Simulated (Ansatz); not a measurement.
## WSe$_{2}$: deformation potentials from a series

```xyz
6
Lattice="3.2900 0.0000 0.0000 -1.6450 2.8492 0.0000 0.0000 0.0000 12.9700" Properties=species:S:1:pos:R:3 pbc="T T T"
W     0.0000    1.8995    3.2425
W     1.6450    0.9497    9.7275
Se    0.0000    1.8995    8.0544
Se    1.6450    0.9497    1.5694
Se    0.0000    1.8995   11.4006
Se    1.6450    0.9497    4.9156
```

Atom numbers follow the list: W1, W2, Se3, Se4, Se5, Se6.

The cell is COD entry 9009146, as deposited and not checked against the literature; nothing was relaxed.

No spin–orbit coupling, which matters for the heavy atoms here.

Computed with DFT, PBEsol, all-electron LAPW, scalar-relativistic (Ansatz 0.2.0).

Numerical set-up: a Γ-centred 11×11×3 k mesh, Fermi–Dirac smearing of 0.08 eV, basis error target 0.5 meV/atom, no spin polarisation.

The strain is applied along the Cartesian axes of the cell as listed (the other components stay zero). Fractional coordinates are held (clamped ions).

Only quantities that a quadratic follows smoothly over the whole series are listed; rougher ones are left out.

| εzz | direct gap at Γ (eV) |
| --- | --- |
| -0.0300 | 2.438 |
| -0.0200 | 2.507 |
| -0.0100 | 2.575 |
| 0.0000 | 2.641 |
| 0.0100 | 2.706 |
| 0.0300 | 2.829 |

Question: Fit the series and give the slopes at zero strain.

Answer: Least-squares fits y = p0 + p1 x + p2 x² to the rows give direct gap at Γ (eV): p1 = 6.52, p2 = -8.6.

Question: One run, at εzz = 0.0200, is withheld. Predict its row.

Answer: The fits give 2.768; the run gave 2.768.
